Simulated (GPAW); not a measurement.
# CdS (Greenockite) (P6_3mc) in GPAW: reference runs

How does CdS (Greenockite) come out in PBE? The cell is run as given.

Everything below comes from runs of GPAW 26.7.0. Logs are shortened: lines on timing, memory, paths and dates and some standing lists are left out, and cuts for length are marked. The log counts tension as positive stress, the text compression.

**The experiment to reproduce.**

From “Isotope dependence of band-gap energy”, 2008, arxiv:0807.2152, for a bulk crystal of CdS: band gap 2.5809 ± 0.0002 eV.

The runs below are set against these values where they give the same quantity.

### 1 The structure

The structure is hexagonal, space group P6_3mc (No. 186). The conventional cell has a = 4.150 Å, b = 4.150 Å, c = 6.737 Å, α = 90.00°, β = 90.00°, γ = 120.00°. Cd (site symmetry 3m) has 4 S at 2.53 to 2.54 Å as nearest neighbours. S (site symmetry 3m) is surrounded by 4 Cd at 2.53 to 2.54 Å.

### 2 Single point, PBE

Input file run.py:

```python
from ase import Atoms
from ase.dft.bandgap import bandgap
from ase.io import write
from ase.units import Bohr, GPa
from gpaw import GPAW, PW
from gpaw.elf import elf_from_dft_calculation

atoms = Atoms(['Cd', 'Cd', 'S', 'S'],
              cell=[[4.15, 0.0, 0.0],
                    [-2.075, 3.5940054257, 0.0],
                    [0.0, 0.0, 6.737]],
              scaled_positions=[[0.6666666667, 0.3333333333, 0.5],
                                [0.3333333333, 0.6666666667, 0.0],
                                [0.6666666667, 0.3333333333, 0.875],
                                [0.3333333333, 0.6666666667, 0.375]],
              pbc=True)

calc = GPAW(mode=PW(600),
            xc='PBE',
            kpts={'size': (7, 7, 4), 'gamma': True},
            occupations={'name': 'fermi-dirac', 'width': 0.05},
            nbands=31,
            convergence={'density': 1e-05, 'energy': 1e-05},
            maxiter=150,
            txt='gpaw.txt')
atoms.calc = calc
energy = atoms.get_potential_energy()
forces = atoms.get_forces()
stress = atoms.get_stress()
calc.write('gs.gpw')
write('result.traj', atoms)
print(f'Energy: {energy:.6f} eV')
print('Forces (eV/A):')
print(forces.round(4))
print('Stress (GPa):', (stress / GPa).round(3))
print('Fermi level:', round(calc.get_fermi_level(), 4), 'eV')
print(f'Gap: {bandgap(calc)[0]:.4f} eV, direct: {bandgap(calc, direct=True)[0]:.4f} eV')

# fields on the real-space grid
write('density.cube', atoms, data=calc.get_pseudo_density() * Bohr**3)
write('potential.cube', atoms, data=calc.get_electrostatic_potential())
write('elf.cube', atoms, data=elf_from_dft_calculation(calc).data)
```

Potentials or basis: GPAW PAW data sets (gpaw-data 1.2.1), pw.

On the command line:

```
$ OMP_NUM_THREADS=1 python run.py
```

gpaw.txt:

```text
__  _  _
 | _ |_)|_||  |
 |__||  | ||/\| - 26.7.0

Input parameters:
  mode=PW(ecut=600.0),
  convergence={'density': 1e-05, 'energy': 1e-05},
  kpts=MonkhorstPack(size=(7, 7, 4), gamma=True),
  maxiter=150,
  nbands=31,
  occupations=Occupations(name='fermi-dirac', width=0.05),
  xc=XC(name='PBE')

Diagonalizing LCAO Hamiltonian
Converting LCAO to pw mode

            S

            Cd
        S

        Cd

Atoms  # Å, Bohr magnetons
|   | symbol |         x |        y |        z |    initial magnetic moments |
|---|--------|-----------|----------|----------|-----------------------------|
| 0 |     Cd |  2.075000 | 1.198002 | 3.368500 | ( 0.0000,  0.0000,  0.0000) |
| 1 |     Cd | -0.000000 | 2.396004 | 0.000000 | ( 0.0000,  0.0000,  0.0000) |
| 2 |      S |  2.075000 | 1.198002 | 5.894875 | ( 0.0000,  0.0000,  0.0000) |
| 3 |      S | -0.000000 | 2.396004 | 2.526375 | ( 0.0000,  0.0000,  0.0000) |

Unit cell  # Å
| periodic |         x |        y |        z |  lengths |     angles |
|----------|-----------|----------|----------|----------|------------|
|      yes |  4.150000 | 0.000000 | 0.000000 | 4.150000 |  90.000000 |
|      yes | -2.075000 | 3.594005 | 0.000000 | 4.150000 |  90.000000 |
|      yes |  0.000000 | 0.000000 | 6.737000 | 6.737000 | 120.000000 |

Number of symmetries: 6
Symmetry operations  # r_c * U_cc + t_c -> r_c
|   | kind |            matrix            |
|---|------|------------------------------|
| 0 |  σ   |  1, 1, 0,  0,-1, 0,  0, 0, 1 |
| 1 |  E   |  1, 0, 0,  0, 1, 0,  0, 0, 1 |
| 2 |  C3  |  0, 1, 0, -1,-1, 0,  0, 0, 1 |
| 3 |  σ   |  0,-1, 0, -1, 0, 0,  0, 0, 1 |
| 4 |  σ   | -1, 0, 0,  1, 1, 0,  0, 0, 1 |
| 5 |  C3  | -1,-1, 0,  1, 0, 0,  0, 0, 1 |

BZ-sampling:
  Number of BZ points: 196
  Number of IBZ points: 28

  Monkhorst-Pack size: [7, 7, 4]
  Monkhorst-Pack shift: [0.0, 0.0, 0.125]

K-points  # in reciprocal-cell coordinates
|     |                                coordinates |     weight |
|-----|--------------------------------------------|------------|
|   0 | (  0.00000000,   0.00000000,   0.00000000) | 0.00510204 |
|   1 | (  0.00000000,   0.00000000,   0.25000000) | 0.01020408 |
|   2 | (  0.00000000,   0.00000000,   0.50000000) | 0.00510204 |
|   3 | (  0.14285714,   0.00000000,  -0.25000000) | 0.03061224 |
|   4 | (  0.14285714,   0.00000000,   0.00000000) | 0.03061224 |
|   5 | (  0.14285714,   0.00000000,   0.25000000) | 0.03061224 |
|   6 | (  0.14285714,   0.00000000,   0.50000000) | 0.03061224 |
|   7 | (  0.28571429,  -0.14285714,   0.00000000) | 0.03061224 |
|   8 | (  0.28571429,  -0.14285714,   0.25000000) | 0.06122449 |
|   9 | (  0.28571429,  -0.14285714,   0.50000000) | 0.03061224 |
| ... |                                            |            |
|  27 | (  0.42857143,   0.42857143,   0.50000000) | 0.03061224 |

Plane wave coefficients: 3376
Cutoff: 600.0 eV

Spin-components: 1 (collinear spins)
Bands:           31
Projectors:      22
Spin-degeneracy: 2
Datatype:        complex128

Density:
  Valence electrons: 36.0
  Components: 1
  Grid points: [24 24 40]
  Charge: 0.0  # |e|

Potential:
  Grid points: [24 24 40]

species:
  Cd:
    name:    Cadmium
    Z:       48.0
    valence: 12
    core:    36
    charge:  0.0  # [|e|]
    compensation charges:
      type: gauss
      rc: 0.38  # [Å]
      lmax: 2
    cutoffs:
      filter: 2.12  # [Å]
      core: 2.62  # [Å]
    projectors
    | kind |    occ | energy [eV] | rcut [Å] |
    |------|--------|-------------|----------|
    |   5s |  2.000 |      -5.655 |    1.191 |
    |   5p |  0.000 |      -1.186 |    1.228 |
    |   4d | 10.000 |     -11.739 |    1.164 |
    |    s |        |      21.556 |    1.191 |
    |    p |        |      26.026 |    1.228 |
    |    d |        |      15.473 |    1.164 |

    Using partial waves for Cd as LCAO basis

  S:
    name:    Sulfur
    Z:       16.0
    valence: 6
    core:    10
    charge:  0.0  # [|e|]
    compensation charges:
      type: gauss
      rc: 0.24  # [Å]
      lmax: 2
    cutoffs:
      filter: 1.77  # [Å]
      core: 1.66  # [Å]
    projectors
    | kind |    occ | energy [eV] | rcut [Å] |
    |------|--------|-------------|----------|
    |   3s |  2.000 |     -17.254 |    0.974 |
    |   3p |  4.000 |      -7.008 |    0.979 |
    |    s |        |       9.957 |    0.974 |
    |    p |        |      20.203 |    0.979 |
    |    d |        |       0.000 |    0.900 |

    Using partial waves for S as LCAO basis

Reference energy: -326061.476468  # eV

eigensolver:
  PPCG
  Converge bands: occupied
  niter=2

density mixing:
  MSR1-Mixer
  Pratt-step length: 0.05
  Maximum mixing coefficient: 0.75
  Old densities: 10
  SVD Regularization: 0.005
  Good broyden scale: 1.0
  Trust region scale: 1.0
  Backstep threshold: 4.0
  History deletion threshold: 6.0
  Fourier metric: weight=20.0, sigma=0.015

occupation numbers:
  Fermi-Dirac:
    width: 0.0500  # eV

poisson solver:
  ecut: 4800.0  # eV

xc functional:
[... 9 lines left out ...]
|iter     | |      energy | eigst |  dens |
|---------|-|-------------|-------|-------|
|iter:   1| |  -13.697171 | -0.40 |       |
|iter:   2| |  -13.471898 | -2.10 | -1.12 |
|iter:   3| |  -12.684048 | -1.37 | -1.16 |
|iter:   4| |  -12.679890 | -3.22 | -1.73 |
|iter:   5| |  -12.679115 | -3.62 | -2.16 |
|iter:   6| |  -12.679220 | -4.97 | -2.86 |
|iter:   7| |  -12.679234c| -6.24 | -3.48 |
|iter:   8| |  -12.679234c| -7.31 | -4.41 |
|iter:   9| |  -12.679233c| -7.55c| -4.68 |
|iter:  10| |  -12.679233c| -7.84c| -5.19c|

Converged in 10 steps
Energy contributions relative to reference atoms: (reference = -326061.476468)

Energy contributions:
  Kinetic:          37.011610
  Coulomb:         -33.548933
  Zero:              0.289945
  External:          0.000000
  Xc:              -16.431855
  Entropy:          -0.000000
  Spinorbit:         0.000000
  ----------------------------
  Free energy:     -12.679234
  Extrapolated:    -12.679233

dipole moment: (-0.000000, -0.000021, -18.993700)  # |e|*Ang

Fermi level: 4.082
Eigenvalues  # (at kpt = [0.000, 0.000, 0.000])
| band index |      eig [eV] | occ [0-2] |
|------------|---------------|-----------|
|          0 |        -8.851 |     2.000 |
|        ... |               |           |
|         10 |        -3.654 |     2.000 |
|         11 |        -3.320 |     2.000 |
|         12 |        -0.883 |     2.000 |
|         13 |         2.699 |     2.000 |
|         14 |         2.699 |     2.000 |
|         15 |         3.419 |     2.000 |
[... 8 lines left out ...]
|         24 |        10.993 |     0.000 |
|         25 |        11.129 |     0.000 |
|        ... |               |           |
|         30 |        14.988 |     0.000 |

Gap: 1.177 eV
Transition (v -> c):
  (s=0, k=0, n=17, [0.00, 0.00, 0.00]) -> (s=0, k=0, n=18, [0.00, 0.00, 0.00])
No difference between direct/indirect transitions

Forces  # eV/Ang
|        x |        y |        z |
|----------|----------|----------|
|  0.00000 |  0.00000 | -0.06686 |  # Cd   0
| -0.00000 |  0.00000 | -0.06740 |  # Cd   1
| -0.00000 | -0.00000 |  0.06680 |  # S    2
|  0.00000 |  0.00000 |  0.06744 |  # S    3

Stress tensor  # eV/Ang^3
|         x |         y |         z |
|-----------|-----------|-----------|
| -0.010039 | -0.000000 | -0.000000 |
| -0.000000 | -0.010039 |  0.000000 |
| -0.000000 |  0.000000 | -0.014059 |

# Writing to gs.gpw (mode='')
```

It took 54 s on 1 thread of Arm Neoverse V1, shared host; peak memory 0.23 GiB.

Results:

- Free energy: -12.6792 eV
- Pressure: 1.8 GPa
- Largest force: 0.067 eV/Å
- Band gap on the k mesh: 1.18 eV, direct

Forces on the atoms (eV/Å):
```
Cd   0.000  0.000 -0.067
Cd   0.000  0.000 -0.067
S    0.000  0.000  0.067
S    0.000  0.000  0.067
```

### 3 Against experiment

Step 2. A measured gap of CdS is 2.5809 eV (quoted in “Isotope dependence of band-gap energy”, 2008, arxiv:0807.2152); the calculated 1.18 eV misses it by -1.40 eV. So large a miss can be the level of theory's own, or it may mean another phase, state or a wrong row. Spin-orbit coupling on Cd is left out. The value is that of PBE, without temperature or zero-point motion. Semilocal functionals fall short of measured gaps as a rule.
